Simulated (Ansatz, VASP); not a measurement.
Two plane-wave programs on ZrC

```
CELL_PARAMETERS angstrom
0.00000 2.16219 2.25620
2.16219 0.00000 2.25620
2.16219 2.16219 0.00000
ATOMIC_POSITIONS crystal
Zr 0.50000 0.50000 0.50000
C 0.00000 0.00000 0.00000
```

Change from the starting cell: strain -0.080 along x and y, -0.040 along z, atoms carried along.

Alike in both runs: task single point; functional PBEsol; k mesh 18 × 18 × 18; occupations gaussian, width 0.15 eV; no spin polarisation.

|  | VASP | Ansatz |
| --- | --- | --- |
| version | VASP 6.6.1 | Ansatz 0.2.0 |
| potentials or method | VASP PAW PBE potentials, release 64 (Zr_sv, C) | scalar-relativistic, plane waves, PAW |
| plane-wave cutoff (eV) | 520 | 420 |
| valence electrons in the cell | 16 | 16 |

```tsv
	VASP	Ansatz	Ansatz less VASP
gap on the k mesh at the Fermi level (eV)	none	none	-
pressure (GPa)	65.9	65.4	-0.57
largest component of the traceless stress (GPa)	21.74	21.66	-0.077
```

A gap of «none» marks a metal or a gap that the smearing closes. With one functional, cell and mesh, what is left measures potentials, basis and numerics.

Caveats: the cell as given lies far from equilibrium; so large a pressure means that the cell lies far from this level's equilibrium, or that cutoff or potentials fall short (VASP); the potentials were made for another functional, which shifts forces and pressure (VASP).
